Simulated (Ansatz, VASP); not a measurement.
**TaN: VASP beside Ansatz**

File INCAR:

```
SYSTEM = TaN
  PREC = Accurate
  ENCUT = 600
  EDIFF = 1E-7
  ISMEAR = -1
  SIGMA = 0.05
  LREAL = .FALSE.
  LASPH = .TRUE.
  NELM = 80
  ALGO = Normal
  ISIF = 3
  LWAVE = .FALSE.
  LCHARG = .FALSE.
  GGA = RE
  IBRION = 2
  NSW = 80
  EDIFFG = -0.005
```

File KPOINTS:

```
Automatic mesh
0
G
  10 10 10
  0 0 0
```

The input POSCAR:

```
TaN
1.0
    0.0000000000      2.2113230000      2.2113230000
    2.2113230000      0.0000000000      2.2113230000
    2.2113230000      2.2113230000      0.0000000000
Ta N
1 1
Direct
    0.5000000000      0.5000000000      0.5000000000
    0.0000000000      0.0000000000      0.0000000000
```

File input.yaml:

```yaml
crystal:
  lattice:
    - [0.0, 2.211323, 2.211323]
    - [2.211323, 0.0, 2.211323]
    - [2.211323, 2.211323, 0.0]
  atoms:
    - { symbol: Ta, position: [0.5, 0.5, 0.5] }
    - { symbol: "N", position: [0.0, 0.0, 0.0] }
kpoints:
  mp_grid: { grid: [10, 10, 10] }
scf:
  occupations: { method: fermi_dirac, width: 0.05 }
hamiltonian:
  xc: revpbe
  pseudopotentials: { kind: all_electron, lapw: { basis_error: 0.001 } }
output:
  forces: true
  stress: true
relax:
  f_tol: 0.005
  max_steps: 60
  cell: {}
```

The cell comes from a database or a generator and needn't be the stable form of this composition.

Alike in both runs: task relaxation of cell and atoms; functional revPBE; k mesh 10 × 10 × 10; occupations fermi-dirac, width 0.05 eV; no spin polarisation.

|  | VASP | Ansatz |
| --- | --- | --- |
| version | VASP 6.6.1 | Ansatz 0.2.0 |
| potentials or method | VASP PAW PBE potentials, release 64 (Ta_pv, N) | all-electron LAPW, scalar-relativistic |
| plane-wave cutoff (eV) | 600 | see its input |

Ansatz gave:

- relaxed volume (Å³/atom): 10.89
- relaxed cell length with the largest relative difference (Å): 3.134

Problem. Estimate VASP's values.

Solution. Relaxed volume (Å³/atom): 10.90; relaxed cell length with the largest relative difference (Å): 3.136.

Ansatz ran all-electron here, so the differences hold the error of VASP's frozen core and of both bases.

Caveats: the PAW data sets were made with another functional, which shifts forces and pressure a little (VASP). The runs have no spin-orbit coupling, so splittings on Ta are missing.
